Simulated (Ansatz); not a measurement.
BaSnO3 (cubic perovskite, space group No. 221), r²SCAN (plane waves, PAW; program Ansatz): ε∞ = 4.35, cell volume 70.51 Å³. Infrared-active transverse modes:

```json
[
 {"ω_TO (cm⁻¹)": "131.6", "oscillator strength S_xx (e²/amu)": "0.1205"},
 {"ω_TO (cm⁻¹)": "247.4", "oscillator strength S_xx (e²/amu)": "0.7091"},
 {"ω_TO (cm⁻¹)": "615.2", "oscillator strength S_xx (e²/amu)": "0.5513"}
]
```

**Question.** Compute the static dielectric constant.

**Answer.** Each mode adds (4.921e7/V) S/ω²: 4.86, 8.09, 1.02. So ε0 = 18.3.

Space group Pm-3m (cubic perovskite). Symmetry was held in the r²SCAN relaxation; phonons on a q-mesh show no instability. Spin–orbit coupling is left out wherever it is not named.

Potentials: the later of the program's two PAW sets.
